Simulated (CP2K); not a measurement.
The system is Cu.

```
Cu
1.0
     4.15887    0.00000    0.00000
    -3.44491    2.32999    0.00000
     0.00000    0.00000    2.47550
Cu
2
Direct
  0.86613 0.13387 0.75000
  0.13387 0.86613 0.25000
```

This isn't the form of Cu at room conditions, which is fcc.

Program: CP2K 2026.2. Alike in all runs: task atomic charges; level PBE; no spin polarisation; cell as given; k mesh 11 × 11 × 11; smearing fermi-dirac 0.05 eV.

Problem. Order these runs on this cell by their pressure, lowest first.
A. potentials or basis POTENTIAL_UZH Cu GTH-SCAN-q11; DZVP-MOLOPT-SR-GTH basis; potentials Cu GTH-SCAN-q11 of POTENTIAL_UZH
B. potentials or basis GTH_POTENTIALS Cu GTH-PBE-q11; DZVP-MOLOPT-SR-GTH basis; potentials Cu GTH-PBE-q11 of GTH_POTENTIALS
C. potentials or basis GTH_POTENTIALS Cu GTH-BLYP-q11; DZVP-MOLOPT-SR-GTH basis; potentials Cu GTH-BLYP-q11 of GTH_POTENTIALS

Solution. C (6.2 GPa), B (9.3 GPa), A (11.0 GPa).

Caveats: the basis of atomic orbitals isn't converged, which shifts pressures, moduli and gaps; the potentials were made for another functional, which shifts forces and pressure (some runs).
